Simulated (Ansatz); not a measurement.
Working through a Berry-phase polarisation of Li₂O, space group Fm-3m

With Ansatz 0.2.0 through its Python package.

Typed at the interpreter:
```pycon
>>> import ansatz as az
>>> import numpy as np
>>> lattice = az.Lattice.of(
...     (0.0, 2.305, 2.305),
...     (2.305, 0.0, 2.305),
...     (2.305, 2.305, 0.0),
... )
>>> sites = [
...     ('Li', (0.25, 0.25, 0.25)),
...     ('Li', (0.75, 0.75, 0.75)),
...     ('O', (0.0, 0.0, 0.0)),
... ]
>>> structure = az.Crystal(lattice=lattice)
>>> for symbol, position in sites:
...     structure = structure.atom(symbol, position)
...
>>> structure.resolved().sites[-1]
Site(symbol='O', position=(0.0, 0.0, 0.0), moment=None, axis=None, held=None, saved=None)
>>> def polarisation(structure):
...     return (
...         structure.calculation()
...         .functional(exchange='b88', correlation='lda')
...         .basis(24 * az.Ha, density_ratio=6)
...         .accuracy('low')
...         .kpoints(8, 8, 8, center='gamma')
...         .scf(extra_bands=16)
...         .occupations('fixed')
...         .polarization()
...         .run()
...         .polarization()
...     )
...
>>> vectors = np.array(structure.lattice.vectors)
>>> shifted = structure.move(1, to=np.array(structure.sites[1].position) + 0.03 * np.linalg.inv(vectors)[0])
>>> before, after = polarisation(structure), polarisation(shifted)

>>> for label, p in (('as typed', before), ('shifted', after)):
...     print(label, 'reduced polarisation:', [round(axis.reduced, 4) for axis in p.axes], 'modulo', p.modulus)
...
as typed reduced polarisation: [3.0, 3.0, 3.0] modulo 1
shifted reduced polarisation: [2.994, 3.006, 3.006] modulo 1
>>> # take the change on the nearest branch, then turn it into a dipole per cell
>>> change = np.array([b.reduced - a.reduced for a, b in zip(before.axes, after.axes)])
>>> change -= before.modulus * np.round(change / before.modulus)
>>> dipole = change @ vectors
>>> print('dipole change (e A):', np.round(dipole, 4) + 0.0)
dipole change (e A): [0.0274 0.     0.    ]
>>> print('column of the Born charge of', structure.sites[1].symbol, 'for a shift along x:', np.round(dipole / 0.03, 2) + 0.0)
column of the Born charge of Li for a shift along x: [0.91 0.   0.  ]
```

These settings explore the input space; cutoff and mesh may be short of convergence. The starting cell is as deposited in a crystallographic database; the results hold for this polymorph, which needn't be the stable one. Polarisation is defined up to a quantum, so only the change along a continuous path has meaning. Hardware and time: 7 s on 1 thread of AMD EPYC 9R45 96-Core Processor (Zen 5), with other jobs on the host, peak memory 0.52 GiB.

(Lines on the test bed's own set-up are left out of the output.)
